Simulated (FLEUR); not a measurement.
# Magnetic state of 1 ML Cr on Rh(001), 1 substrate layers from several starts, part 2 of 3

Aim: find out whether 1 ML Cr on Rh(001), 1 substrate layers carries moments, and which collinear order costs least.

FLEUR MaX-R8.1; PBE; all-electron FLAPW film, Dirac cores, scalar-relativistic bands.

So far, largest spin moment in the muffin-tin sphere (μB): step 2 (start 1: ferro +) 3.25; step 3 (run 2 (antiferro q=(1/2,1/2,0) +-)) 2.83.

### 4. Order 3, typed as antiferro q=(0,1/2,0) +-

An opposed order shows whether neighbours prefer unlike signs.

The cell is doubled to 4 atoms to hold this order. The mesh is halved along the doubled vector, so that both cells sample the same points. The k list default-1 (kpts.xml, not shown) is a Γ-centred 10×5×1 mesh.

The input, inp.xml:

```
<?xml version="1.0" encoding="UTF-8" standalone="no"?>
<fleurInput fleurInputVersion="0.39">
   <comment>
      CrRh
   </comment>
   <calculationSetup>
      <cutoffs Kmax="3.6" Gmax="10.8" GmaxXC="10.8" numbands="0"/>
      <scfLoop itmax="120" minDistance="0.00002" maxIterBroyd="15" imix="Anderson" alpha="0.03" precondParam="0.0" spinf="2.0" sdNocoIR="T"/>
      <coreElectrons ctail="T" frcor="F" kcrel="0" coretail_lmax="0"/>
      <xcFunctional name="pbe" relativisticCorrections="F"/>
      <magnetism jspins="2"/>
      <soc l_soc="F" theta="0.0" phi="0.0" spav="F"/>
      <expertModes spex="0" secvar="F"/>
      <geometryOptimization l_f="F" forcealpha="1.0" forcemix="BFGS" epsdisp="0.00001" epsforce="0.00001"/>
      <ldaU l_linMix="F" mixParam="0.05" spinf="1.0"/>
   </calculationSetup>
   <cell>
      <bzIntegration valenceElectrons="58.0" mode="hist" fermiSmearingEnergy="0.00110248">
         <kPointListSelection listName="default-1"/>
         <xi:include xmlns:xi="http://www.w3.org/2001/XInclude" href="kpts.xml"> </xi:include>
      </bzIntegration>
      <xi:include xmlns:xi="http://www.w3.org/2001/XInclude" href="sym.xml"> </xi:include>
      <filmLattice scale="1.0" dVac="8.92" dTilda="11.42">
         <bravaisMatrixFilm>
            <row-1>    5.0719587780120392     0.0000000000000000</row-1>
            <row-2>    0.0000000000000000    10.1439175560240784</row-2>
         </bravaisMatrixFilm>
         <vacuumEnergyParameters vacuum="1" spinUp="-.25" spinDown="-.25"/>
         <vacuumEnergyParameters vacuum="2" spinUp="-.25" spinDown="-.25"/>
      </filmLattice>
   </cell>
   <atomSpecies>
      <species name="Rhodium (Rh)" element="Rh" atomicNumber="45">
         <mtSphere radius="2.35" gridPoints="777" logIncrement="0.016"/>
         <atomicCutoffs lmax="8" lnonsphr="6"/>
         <electronConfig flipSpins="F">
            <coreConfig>(1s1/2) (2s1/2) (2p1/2) (2p3/2) (3s1/2) (3p1/2) (3p3/2) (4s1/2) (3d3/2) (3d5/2)</coreConfig>
            <valenceConfig>(4p1/2) (4p3/2) (5s1/2) (4d3/2) (4d5/2)</valenceConfig>
            <stateOccupation state="(5s1/2)" spinUp="0.500000" spinDown="0.500000"/>
            <stateOccupation state="(4d3/2)" spinUp="1.600000" spinDown="1.600000"/>
            <stateOccupation state="(4d5/2)" spinUp="2.400000" spinDown="2.400000"/>
         </electronConfig>
         <energyParameters s="5" p="5" d="4" f="4"/>
         <lo type="SCLO" l="1" n="4" eDeriv="0"/>
      </species>
      <species name="Chromium (2.500" element="Cr" atomicNumber="24">
         <mtSphere radius="2.35" gridPoints="777" logIncrement="0.016"/>
         <atomicCutoffs lmax="8" lnonsphr="6"/>
         <electronConfig flipSpins="F">
            <coreConfig>(1s1/2) (2s1/2) (2p1/2) (2p3/2)</coreConfig>
            <valenceConfig>(3s1/2) (3p1/2) (3p3/2) (4s1/2) (3d3/2) (3d5/2)</valenceConfig>
            <stateOccupation state="(4s1/2)" spinUp="0.5" spinDown="0.5"/>
            <stateOccupation state="(3d3/2)" spinUp="1.0" spinDown="1.0"/>
            <stateOccupation state="(3d5/2)" spinUp="2.75" spinDown="0.25"/>
         </electronConfig>
         <energyParameters s="4" p="4" d="3" f="4"/>
         <lo type="SCLO" l="0" n="3" eDeriv="0"/>
         <lo type="SCLO" l="1" n="3" eDeriv="0"/>
      </species>
      <species name="Chromium (-2.500" element="Cr" atomicNumber="24">
         <mtSphere radius="2.35" gridPoints="777" logIncrement="0.016"/>
         <atomicCutoffs lmax="8" lnonsphr="6"/>
         <electronConfig flipSpins="F">
            <coreConfig>(1s1/2) (2s1/2) (2p1/2) (2p3/2)</coreConfig>
            <valenceConfig>(3s1/2) (3p1/2) (3p3/2) (4s1/2) (3d3/2) (3d5/2)</valenceConfig>
            <stateOccupation state="(4s1/2)" spinUp="0.5" spinDown="0.5"/>
            <stateOccupation state="(3d3/2)" spinUp="1.0" spinDown="1.0"/>
            <stateOccupation state="(3d5/2)" spinUp="0.25" spinDown="2.75"/>
         </electronConfig>
         <energyParameters s="4" p="4" d="3" f="4"/>
         <lo type="SCLO" l="0" n="3" eDeriv="0"/>
         <lo type="SCLO" l="1" n="3" eDeriv="0"/>
      </species>
   </atomSpecies>
   <atomGroups>
      <atomGroup species="Rhodium (Rh)">
         <filmPos label="                   1">.0000000000 .0000000000 -1.7093837303</filmPos>
         <filmPos label="                   2">.0000000000 1.000/2.000 -1.7093837303</filmPos>
         <force calculate="T" relaxXYZ="TTT"/>
      </atomGroup>
      <atomGroup species="Chromium (2.500">
         <filmPos label="                   3">1.000/2.000 1.000/4.000 1.7093837303</filmPos>
         <force calculate="T" relaxXYZ="TTT"/>
      </atomGroup>
      <atomGroup species="Chromium (-2.500">
         <filmPos label="                   4">1.000/2.000 -1.000/4.000 1.7093837303</filmPos>
         <force calculate="T" relaxXYZ="TTT"/>
      </atomGroup>
   </atomGroups>
   <output dos="F" band="F" slice="F">
      <bandDOS minEnergy="-.5*Htr" maxEnergy="0.5*Htr" sigma="0.015" storeEVData="T"/>
      <plotting iplot="0" polar="F">
         <plot TwoD="T" vec1="  1.0  0.0  0.0" vec2="  0.0  1.0  0.0" vec3="  0.0  0.0  1.0" zero="  0.0  0.0 -0.5" file="plot"/>
      </plotting>
      <moessbauerParams electricFieldGradient="F" isomerShift="F" coreHyperfine="F" valenceHyperfine="F"/>
   </output>
</fleurInput>
```

The input, crystal.txt:

```
CrRh
&input film=T cartesian=F /
2.68396500000  0.00000000000  0.00000000000
0.00000000000  5.36793000000  0.00000000000
0.00000000000  0.00000000000  1.00000000000
1.8897261246
1.0 1.0 1.0

4
45 0.00000000000  0.00000000000  -1.70938373032
45 0.00000000000  0.50000000000  -1.70938373032
24 0.50000000000  0.25000000000  1.70938373032 : 2.500
24 0.50000000000  0.75000000000  1.70938373032 : -2.500

&kpt div1=10 div2=5 div3=1 gamma=T /
```

Launch:

```
OMP_NUM_THREADS=1 inpgen -f crystal.txt > inpgen.log  # inp.xml is then edited as shown
OMP_NUM_THREADS=1 mpirun -n 4 fleur_MPI > fleur.log
```

The log of the run:

```text
[banner, memory and clock lines left out]
Welcome to FLEUR        (www.flapw.de)
      MaX-Release 8.1          (www.max-centre.eu)

 ========== k-point set info ==========
 Selected k-point list: default-1
 k-point list type: mesh
 0 x 0 x 0
 Number of k points: 20

 [... set-up left out ...]
 Iteration:     1   Distance:      31.31320781 me/bohr^3
 Iteration:     2   Distance:      22.04190884 me/bohr^3
 Iteration:     3   Distance:      16.86539231 me/bohr^3
 Iteration:     4   Distance:      18.27681287 me/bohr^3
 Iteration:     5   Distance:       8.52815436 me/bohr^3
[...]
<sumOfEigenvalues value="    -7003.8373430682">
               <coreElectrons value="-6941.8489649841"/>
               <valenceElectrons value="-61.9883780840"/>
            </sumOfEigenvalues>
         [... left out ...]
            <freeEnergy value="-11672.1541963393"/>
            <extrapolationTo0K value="-11672.1537446324"/>
         </totalEnergy>
         <densityConvergence units="me/bohr^3">
            <chargeDensity spin="1" distance="0.0000087393"/>
            <chargeDensity spin="2" distance="0.0000090410"/>
            <overallChargeDensity distance="0.0000092025"/>
            <spinDensity distance="0.0000152166"/>
         </densityConvergence>
      </iteration>
```

Wall time 75 s (4 MPI ranks of AMD EPYC 9R45, shared host); peak memory 0.55 GiB.

Spin moment in the muffin-tin sphere by atom:

```tsv
atom	spin moment in the muffin-tin sphere (μB)
Rh1	0.00
Rh2	0.00
Cr3	3.04
Cr4	-3.04
```

Read from the output:

```yaml
free_energy: -317615.4962 eV
program_s_band_gap_on_this_mesh_in_a_metal_only_a_level_spacing: 0.009127 eV
magnetization: 0 μB
final_state: antiferromagnetic
```

It lies 221 meV a seeded atom under the first start, and its largest moment is 3.04 μB against 3.25 μB.

### 5. Order 4, typed as no spin polarisation

A spinless run gives the zero against which the gain from the moments is read.

The k list default-1 (kpts.xml, not shown) is a Γ-centred 10×10×1 mesh.

inp.xml, as its differences from that of step 4:

```diff
@@ -10,3 +10,3 @@
       <xcFunctional name="pbe" relativisticCorrections="F"/>
-      <magnetism jspins="2"/>
+      <magnetism jspins="1"/>
       <soc l_soc="F" theta="0.0" phi="0.0" spav="F"/>
@@ -17,3 +17,3 @@
    <cell>
-      <bzIntegration valenceElectrons="58.0" mode="hist" fermiSmearingEnergy="0.00110248">
+      <bzIntegration valenceElectrons="29.0" mode="hist" fermiSmearingEnergy="0.00110248">
          <kPointListSelection listName="default-1"/>
@@ -25,3 +25,3 @@
             <row-1>    5.0719587780120392     0.0000000000000000</row-1>
-            <row-2>    0.0000000000000000    10.1439175560240784</row-2>
+            <row-2>    0.0000000000000000     5.0719587780120392</row-2>
          </bravaisMatrixFilm>
@@ -45,3 +45,3 @@
       </species>
-      <species name="Chromium (2.500" element="Cr" atomicNumber="24">
+      <species name="Chromium (Cr)" element="Cr" atomicNumber="24">
          <mtSphere radius="2.35" gridPoints="777" logIncrement="0.016"/>
@@ -51,19 +51,5 @@
             <valenceConfig>(3s1/2) (3p1/2) (3p3/2) (4s1/2) (3d3/2) (3d5/2)</valenceConfig>
-            <stateOccupation state="(4s1/2)" spinUp="0.5" spinDown="0.5"/>
-            <stateOccupation state="(3d3/2)" spinUp="1.0" spinDown="1.0"/>
-            <stateOccupation state="(3d5/2)" spinUp="2.75" spinDown="0.25"/>
-         </electronConfig>
-         <energyParameters s="4" p="4" d="3" f="4"/>
-         <lo type="SCLO" l="0" n="3" eDeriv="0"/>
-         <lo type="SCLO" l="1" n="3" eDeriv="0"/>
-      </species>
-      <species name="Chromium (-2.500" element="Cr" atomicNumber="24">
-         <mtSphere radius="2.35" gridPoints="777" logIncrement="0.016"/>
-         <atomicCutoffs lmax="8" lnonsphr="6"/>
-         <electronConfig flipSpins="F">
-            <coreConfig>(1s1/2) (2s1/2) (2p1/2) (2p3/2)</coreConfig>
-            <valenceConfig>(3s1/2) (3p1/2) (3p3/2) (4s1/2) (3d3/2) (3d5/2)</valenceConfig>
-            <stateOccupation state="(4s1/2)" spinUp="0.5" spinDown="0.5"/>
-            <stateOccupation state="(3d3/2)" spinUp="1.0" spinDown="1.0"/>
-            <stateOccupation state="(3d5/2)" spinUp="0.25" spinDown="2.75"/>
+            <stateOccupation state="(4s1/2)" spinUp="0.500000" spinDown="0.500000"/>
+            <stateOccupation state="(3d3/2)" spinUp="1.000000" spinDown="1.000000"/>
+            <stateOccupation state="(3d5/2)" spinUp="1.500000" spinDown="1.500000"/>
          </electronConfig>
@@ -77,11 +63,6 @@
          <filmPos label="                   1">.0000000000 .0000000000 -1.7093837303</filmPos>
-         <filmPos label="                   2">.0000000000 1.000/2.000 -1.7093837303</filmPos>
          <force calculate="T" relaxXYZ="TTT"/>
       </atomGroup>
-      <atomGroup species="Chromium (2.500">
-         <filmPos label="                   3">1.000/2.000 1.000/4.000 1.7093837303</filmPos>
-         <force calculate="T" relaxXYZ="TTT"/>
-      </atomGroup>
-      <atomGroup species="Chromium (-2.500">
-         <filmPos label="                   4">1.000/2.000 -1.000/4.000 1.7093837303</filmPos>
+      <atomGroup species="Chromium (Cr)">
+         <filmPos label="                   2">1.000/2.000 1.000/2.000 1.7093837303</filmPos>
          <force calculate="T" relaxXYZ="TTT"/>
```

The input, crystal.txt:

```
CrRh
&input film=T cartesian=F /
2.68396500000  0.00000000000  0.00000000000
0.00000000000  2.68396500000  0.00000000000
0.00000000000  0.00000000000  1.00000000000
1.8897261246
1.0 1.0 1.0

2
45 0.00000000000  0.00000000000  -1.70938373032
24 0.50000000000  0.50000000000  1.70938373032

&kpt div1=10 div2=10 div3=1 gamma=T /
```

The log of the run:

```text
[banner, memory and clock lines left out]
Welcome to FLEUR        (www.flapw.de)
      MaX-Release 8.1          (www.max-centre.eu)

 ========== k-point set info ==========
 Selected k-point list: default-1
 k-point list type: mesh
 0 x 0 x 0
 Number of k points: 24

 [... set-up left out ...]
 Iteration:     1   Distance:      32.66745781 me/bohr^3
 Iteration:     2   Distance:      23.53545586 me/bohr^3
 Iteration:     3   Distance:      18.39898690 me/bohr^3
 Iteration:     4   Distance:      25.30134659 me/bohr^3
 Iteration:     5   Distance:       8.46613362 me/bohr^3
[...]
<FermiEnergy value="-0.1742363488" units="Htr"/>
         [... left out ...]
         <totalEnergy value="    -5836.0593444089" units="Htr">
            <sumOfEigenvalues value="    -3502.5640084820">
               <coreElectrons value="-3471.4072169002"/>
               <valenceElectrons value="-31.1567915818"/>
            </sumOfEigenvalues>
         [... left out ...]
            <freeEnergy value="-5836.0599508125"/>
            <extrapolationTo0K value="-5836.0596476107"/>
         </totalEnergy>
         <densityConvergence units="me/bohr^3">
            <chargeDensity spin="1" distance="0.0000171568"/>
         </densityConvergence>
      </iteration>
```

The job ended after 16 s (4 MPI ranks; peak memory 0.24 GiB; 61 s of CPU time).

Numbers from this step:

```
free energy                                                       : -158807.2815 eV
program's band gap on this mesh (in a metal only a level spacing) : 0.01658 eV
final state                                                       : non-magnetic (no spin polarisation)
```

It lies 246 meV a seeded atom over the first start.

### 6. The states side by side

Free energies are divided by the number of seeded atoms, so that cells of unlike size compare. Wavevectors q in the names are fractions of the primitive cell's reciprocal vectors.

Orders:

```tsv
start	final state	typed order kept	energy over the lowest (meV a seeded atom)	largest sphere moment (μB)	net moment (μB a primitive cell)	mesh matched	CPU time (s)
ferro +	ferromagnetic	yes	220.5	3.245	3.805	yes	157.2
antiferro q=(1/2,1/2,0) +-	antiferromagnetic	yes	12.82	2.829	0	yes	336.3
antiferro q=(0,1/2,0) +-	antiferromagnetic	yes	0	3.041	0	yes	299.9
no spin polarisation	non-magnetic	-	466.6	0	0	yes	61.36
```

(Continued in part 3 of 3.)

[Logs and program files are shortened in this print: banners, set-up blocks, solver, clock and traceback lines can be left out without a mark of their own.]

[Logs are printed without paths, hosts, clocks, repeated set-up lines and the standing remarks that a program may print on its own settings, such as how far it seeks lower states.]

[Hosts, paths, dates, database ids (printed as entryN), source tags and the programs' standing remarks are cut or masked in the printed files.]

[Where a cell is said to come from a database of computed structures, the database is the Materials Project.]
